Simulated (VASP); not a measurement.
# SnSe: evGW quasiparticle levels with PBEsol

The system is SnSe.

```
Sn Se
1.0
     0.00000    3.39084    3.39084
     3.39084    0.00000    3.39084
     3.39084    3.39084    0.00000
Sn Se
1 1
Direct
  0.00000 0.00000 0.00000
  0.75000 0.75000 0.75000
```

The cell was built by a generator and needn't be a form met in nature.

| Property | Result |
| --- | --- |
| Program | VASP 6.6.1 |
| Task | evGW quasiparticle levels |
| Functional | PBEsol |
| Potentials or basis | VASP PAW PBE potentials, release 64 (Sn_d_GW, Se_GW) |
| Cutoff | 450 eV |
| k mesh | 3 × 3 × 3 |
| Occupations | gaussian, width 0.01 eV |
| Spin | no spin polarisation |
| Cutoff of the response function | 200 |
| Frequency points | 48 |
| Empty bands | 742 |
| GW scheme | evGW |
| GW iterations | 4 |
| Further INCAR settings | ALGO = EVGW; EDIFF = 1e-08; NBANDS = 752 |

| Item | Value |
| --- | --- |
| Band gap on the k mesh, mean-field level | 0.81 eV, indirect (least direct gap 0.97 eV) |
| Quasiparticle gap | 1.60 eV |
| Least direct quasiparticle gap | 1.84 eV |

Levels at points of the mesh, in eV from the valence-band top:
```tsv
k point	band 8	band 9	band 10	band 11	band 12	band 13
(0.00, 0.00, 0.00)	-1.62	-1.62	-1.62	2.08	2.08	2.08
```

Quasiparticle gap after each update of the energies (eV): 1.37, 1.53, 1.58, 1.60

Wall time 18 min on 1 thread of Intel(R) Xeon(R) 6975P-C (Granite Rapids) (shared host), peak memory 1.1 GiB.

Caveat: the k mesh is coarse (spacing up to 0.53 Å⁻¹), so the values aren't converged; bands, screening cutoff and mesh are small and nothing is extrapolated, so the quasiparticle values aren't converged; spin-orbit coupling is left out, which moves the levels of the heavy elements; an odd mesh through Γ misses points on the zone boundary, where band edges often lie.
